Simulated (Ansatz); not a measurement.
Wanted: the native input for an Ansatz 0.2.0 run.

```yaml
Task: single point
Functional: PBE
Potentials_or_basis: Ansatz PAW
Cutoff: "420 eV (not typed: the program's choice for these potentials)"
k_mesh: 8 × 8 × 8
Occupations: gaussian, width 0.011 eV
Spin: no spin polarisation
```

The system is Si.

```
Si
1.0
     0.00000    2.72185    2.72185
     2.72185    0.00000    2.72185
     2.72185    2.72185    0.00000
Si
2
Direct
  0.50000 0.50000 0.50000
  0.75000 0.75000 0.75000
```

These files were run (other wordings do the same):

input.yaml

```yaml
crystal:
  lattice:
    - [0.0, 2.7218511865, 2.7218511865]
    - [2.7218511865, 0.0, 2.7218511865]
    - [2.7218511865, 2.7218511865, 0.0]
  atoms:
    - { symbol: Si, position: [0.5, 0.5, 0.5] }
    - { symbol: Si, position: [0.75, 0.75, 0.75] }
hamiltonian:
  xc: pbe
  pseudopotentials: { kind: paw }
kpoints:
  mp_grid: { grid: [8, 8, 8] }
scf:
  occupations: { method: gaussian, width: 0.011 }
output:
  forces: true
  stress: true
  eigenvalues: true
  write_density: true
  write_potential: true
  elf: true
  volumetric_format: npy
```

Potentials or basis: Ansatz PAW.

Run with:

```sh
$ ansatz run input.yaml --threads 2 --pin off --max-ram 5632MiB --backend cpu --events-out ev --progress --plain --runs-dir out
```

Results of the run:

```json
{
 "Pressure": "1.3 GPa",
 "Band gap on the k mesh": "0.63 eV, indirect (least direct gap 2.56 eV)"
}
```

It took 0.64 s on 2 threads of Intel(R) Xeon(R) Platinum 8488C (Sapphire Rapids), with other jobs on the host, peak memory 0.34 GiB.
